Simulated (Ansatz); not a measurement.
# AlN: the band gap up the ladder of functionals

The task here is to estimate one member of a computed series from the others.

Program: Ansatz 0.2.0. PAW datasets, plane waves. No spin polarisation and no zero-point or thermal motion.

## Starting point

The cell was relaxed beforehand with r2SCAN.

The symmetry is P6_3mc (No. 186, hexagonal); a = 3.107 Å, c = 4.979 Å in the conventional setting, 10.40 Å³ an atom. Around Al lie 4 N at 1.89–1.90 Å; around N lie 4 Al at 1.89–1.90 Å.

As a file:

```cif
data_structure
_symmetry_space_group_name_H-M 'P6_3mc'
_symmetry_Int_Tables_number 186
_cell_length_a 3.1067
_cell_length_b 3.1067
_cell_length_c 4.9786
_cell_angle_alpha 90.000
_cell_angle_beta 90.000
_cell_angle_gamma 120.000
_cell_volume 41.61
loop_
_atom_site_label
_atom_site_type_symbol
_atom_site_symmetry_multiplicity
_atom_site_Wyckoff_symbol
_atom_site_fract_x
_atom_site_fract_y
_atom_site_fract_z
_atom_site_occupancy
Al1 Al 2 b 0.33333 0.66667 0.99670 1
N1 N 2 b 0.33333 0.66667 0.37830 1
```

Set-up of the first run:

The input, input.yaml:

```yaml
crystal:
  lattice:
    - [3.1066937604, 0.0, 0.0]
    - [-1.5533468802, 2.6904757183, 0.0]
    - [0.0, 0.0, 4.978591549]
  atoms:
    - { symbol: Al, position: [0.3333333333, 0.6666666667, -0.0032954727] }
    - { symbol: Al, position: [0.6666666667, 0.3333333333, 0.4967045273] }
    - { symbol: "N", position: [0.3333333333, 0.6666666667, 0.3782954727] }
    - { symbol: "N", position: [0.6666666667, 0.3333333333, 0.8782954727] }
kpoints:
  mp_grid: { grid: [12, 12, 6] }
  band_path:
    path:
      - [[0.0, 0.0, 0.0], [0.5, 0.0, 0.0], [0.333333333333, 0.333333333333, 0.0], [0.0, 0.0, 0.0], [0.0, 0.0, 0.5], [0.5, 0.0, 0.5], [0.333333333333, 0.333333333333, 0.5], [0.0, 0.0, 0.5]]
      - [[0.5, 0.0, 0.5], [0.5, 0.0, 0.0]]
      - [[0.333333333333, 0.333333333333, 0.5], [0.333333333333, 0.333333333333, 0.0]]
    npoints: 10
hamiltonian:
  xc: pbe
scf:
  occupations: { method: fermi_dirac, width: 0.02 }
  n_extra_bands: 5
output:
  forces: true
  stress: true
  eigenvalues: true
```

Started as:

```sh
$ ansatz run input.yaml --threads 2 --pin off --max-ram 2211MiB --backend cpu --events-out ev --progress --plain --runs-dir out
```

Steps of the session up to this table: PBE bands along the symmetry lines; r2SCAN; HSE06; One-shot GW from PBE; PBE0.

One table of the session follows, with a row left open; its other results are not shown here.

```
                     level  gap (eV)
                       PBE      4.23
                    r2SCAN      4.88
                     HSE06      5.60
G0W0@PBE (124 empty bands)      5.83
                      PBE0         ?
```

**Question.** Estimate the row for PBE0.

As computed: gap (eV): 6.33. In the column «gap (eV)» it is the highest.

Meshes: PBE 12×12×6, r2SCAN 12×12×6, HSE06 6×6×4, PBE0 6×6×4

Caveats from the session: G0W0 here is at a finite number of bands, screening cutoff and k mesh, not at the basis limit. Warnings in the runs' records: stress scf threshold loose, stress exchange threshold loose.
